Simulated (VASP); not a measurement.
# KI (Fm-3m) in VASP: a series of runs, part 2 of 2

VASP 6.6.1. Earlier steps stand in the parts before.

### 4 Single point, HSE06

POSCAR reads:

```
KI
1.0
    0.0000000000      3.5445661619      3.5445661619
    3.5445661619      0.0000000000      3.5445661619
    3.5445661619      3.5445661619      0.0000000000
K I
1 1
Direct
    0.0000000000      0.0000000000      0.0000000000
    0.5000000000      0.5000000000      0.5000000000
```

INCAR.step1 reads:

```
SYSTEM = KI
PREC = Accurate
ENCUT = 520
EDIFF = 1E-5
ISMEAR = 0
SIGMA = 0.01
LREAL = .FALSE.
LASPH = .TRUE.
NELM = 80
ALGO = Normal
ISIF = 2
LWAVE = .TRUE.
LCHARG = .FALSE.
NBANDS = 15
GGA = PE
```

INCAR.step2 reads:

```
SYSTEM = KI
PREC = Accurate
ENCUT = 520
EDIFF = 1E-6
ISMEAR = 0
SIGMA = 0.01
LREAL = .FALSE.
LASPH = .TRUE.
NELM = 80
ALGO = Normal
ISIF = 2
LWAVE = .FALSE.
LCHARG = .FALSE.
GGA = PE
LHFCALC = .TRUE.
HFSCREEN = 0.2079
PRECFOCK = Normal
NBANDS = 15
ISTART = 1
```

KPOINTS reads:

```
Automatic mesh
0
G
  4 4 4
  0 0 0
```

Potentials or basis: VASP PAW PBE potentials, release 64 (K_sv, I).

Command:

```bash
$ cat potpaw_PBE.64/K_sv/POTCAR potpaw_PBE.64/I/POTCAR > POTCAR
$ cp INCAR.step1 INCAR
$ mpirun -np 1 vasp_std > vasp.out
$ cp INCAR.step2 INCAR
$ mpirun -np 1 vasp_std > vasp.out
```

OUTCAR:

```text
SYSTEM = KI
   PREC = Accurate
   ENCUT = 520
   EDIFF = 1E-6
   ISMEAR = 0
   LREAL = .FALSE.
   LASPH = .TRUE.
   NELM = 80
   ISIF = 2
   GGA = PE
   LHFCALC = .TRUE.
   HFSCREEN = 0.2079
   PRECFOCK = Normal
   ISTART = 1

 ion  position               nearest neighbor table
   1  0.000  0.000  0.000-   2 3.54   2 3.54   2 3.54   2 3.54   2 3.54   2 3.54
   2  0.500  0.500  0.500-   1 3.54   1 3.54   1 3.54   1 3.54   1 3.54   1 3.54

  LATTYP: Found a face centered cubic cell.
[... 326 lines left out ...]

  FORCE on cell =-STRESS in cart. coord.  units (eV):
  Direction    XX          YY          ZZ          XY          YZ          ZX
  --------------------------------------------------------------------------------------
  -------------------------------------------------------------------------------------
  Total        0.1572465      0.1572465      0.1572465      0.0000000      0.0000000      0.0000000
  in kB        2.8286048      2.8286048      2.8286048      0.0000000      0.0000000      0.0000000
  external PRESSURE =       2.8286048 kB  Pullay stress =       0.0000000 kB

 VOLUME and BASIS-vectors are now :
 -----------------------------------------------------------------------------
  energy-cutoff  :      520.00
  volume of cell :       89.07
      direct lattice vectors                 reciprocal lattice vectors
     0.000000000  3.544566162  3.544566162    -0.141060987  0.141060987  0.141060987
     3.544566162  0.000000000  3.544566162     0.141060987 -0.141060987  0.141060987
     3.544566162  3.544566162  0.000000000     0.141060987  0.141060987 -0.141060987

 POSITION                                       TOTAL-FORCE (eV/Angst)
 -----------------------------------------------------------------------------------
      0.00000      0.00000      0.00000        -0.000000      0.000000     -0.000000
      3.54457      3.54457      3.54457         0.000000     -0.000000      0.000000
 -----------------------------------------------------------------------------------
    total drift:                               -0.000000     -0.000000     -0.000000

  FREE ENERGIE OF THE ION-ELECTRON SYSTEM (eV)
  ---------------------------------------------------
  free  energy   TOTEN  =        -6.4023621270 eV

  energy  without entropy=       -6.4023621270  energy(sigma->0) =       -6.40236213
```

OUTCAR.step1:

```text
SYSTEM = KI
   PREC = Accurate
   ENCUT = 520
   EDIFF = 1E-5
   ISMEAR = 0
   LREAL = .FALSE.
   LASPH = .TRUE.
[... 347 lines left out ...]
      0.00000      0.00000      0.00000         0.000000     -0.000000      0.000000
      3.54457      3.54457      3.54457        -0.000000      0.000000      0.000000
 -----------------------------------------------------------------------------------
    total drift:                                0.000000     -0.000000     -0.000000

  FREE ENERGIE OF THE ION-ELECTRON SYSTEM (eV)
  ---------------------------------------------------
  free  energy   TOTEN  =        -5.5586586106 eV

  energy  without entropy=       -5.5586586106  energy(sigma->0) =       -5.55865861
```

OSZICAR.step1:

```text
N       E                     dE             d eps       ncg     rms          rms(c)
DAV:   1     0.920318604354E+02    0.92032E+02   -0.64312E+03   240   0.910E+02
DAV:   2    -0.126639628123E+00   -0.92159E+02   -0.85471E+02   296   0.214E+02
DAV:   3    -0.537505319601E+01   -0.52484E+01   -0.52209E+01   317   0.448E+01
DAV:   4    -0.563903993404E+01   -0.26399E+00   -0.26391E+00   436   0.919E+00
DAV:   5    -0.564129509085E+01   -0.22552E-02   -0.22551E-02   317   0.829E-01    0.300E+00
DAV:   6    -0.555690700121E+01    0.84388E-01   -0.96573E-02   317   0.178E+00    0.214E+00
DAV:   7    -0.555270206686E+01    0.42049E-02   -0.11308E-01   310   0.168E+00    0.785E-01
DAV:   8    -0.555801774620E+01   -0.53157E-02   -0.11667E-02   268   0.703E-01    0.133E-01
DAV:   9    -0.555847576107E+01   -0.45801E-03   -0.81783E-04   331   0.167E-01    0.789E-02
DAV:  10    -0.555861010279E+01   -0.13434E-03   -0.12732E-04   285   0.597E-02    0.212E-02
DAV:  11    -0.555865881336E+01   -0.48711E-04   -0.63315E-05   268   0.454E-02    0.188E-02
DAV:  12    -0.555865861056E+01    0.20280E-06   -0.24256E-06   246   0.123E-02
   1 F= -.55586586E+01 E0= -.55586586E+01  d E =-.948256E-94
```

Wall time 11 min (1 thread of Intel Xeon Platinum 8259CL at 2.50GHz (Skylake/Cascade Lake), shared host); peak memory 0.36 GiB.

Results:

```
Free energy            : -6.4024 eV
Pressure               : 0.3 GPa
Band gap on the k mesh : 4.93 eV
```

Caveat: the PAW data sets were made with another functional, which shifts forces and pressure a little; spin-orbit coupling is left out, which moves the levels of the heavy elements.

### 5 Overview

| level | k mesh | grid for exact exchange (PRECFOCK) | share of exact exchange | screening parameter | gap on the mesh (eV) | pressure (GPa) |
| --- | --- | --- | --- | --- | --- | --- |
| r2SCAN | 4 × 4 × 4 | - | - | - | 4.58 | 0.0 |
| PBE | 6 × 6 × 6 | - | - | - | 3.94 | 0.5 |
| HSE06 | 4 × 4 × 4 | Normal | 0.25 | 0.2079 1/Å | 4.93 | 0.3 |

Alike in all rows: task single point; potentials or basis VASP PAW PBE potentials, release 64 (K_sv, I); no spin polarisation; cell as given; cutoff (eV) 520; smearing gaussian 0.01 eV.

On the cell as given the gap runs from 3.94 eV (PBE) to 4.93 eV (HSE06); the meshes differ, which moves gaps too. The pressure there spans 0.0 GPa (r2SCAN) to 0.5 GPa (PBE); a positive pressure means that this level wants a larger cell, a negative one a smaller.

Caveats: spin-orbit coupling is left out, which moves the levels of the heavy elements; the PAW data sets were made with another functional, which shifts forces and pressure a little (at least some runs).

Total energies depend on the potentials used, so only differences within one code and one set of settings carry meaning.

### 6 How close it comes

Step 2. Against the measured gap of KI, 6.32 eV (a printed reference work, monograph), the calculated 4.58 eV is off by -1.74 eV. Spin-orbit coupling on I is left out. The value is that of r2SCAN, without temperature or zero-point motion.

Step 3. A measured gap of KI is 6.32 eV (a printed reference work, monograph); the calculated 3.94 eV misses it by -2.38 eV. Spin-orbit coupling on I is left out. The value is that of PBE, without temperature or zero-point motion. Semilocal functionals fall short of measured gaps as a rule.

Step 4. A measured gap of KI is 6.32 eV (a printed reference work, monograph); the calculated 4.93 eV misses it by -1.39 eV. Spin-orbit coupling on I is left out. The value is that of HSE06, without temperature or zero-point motion.
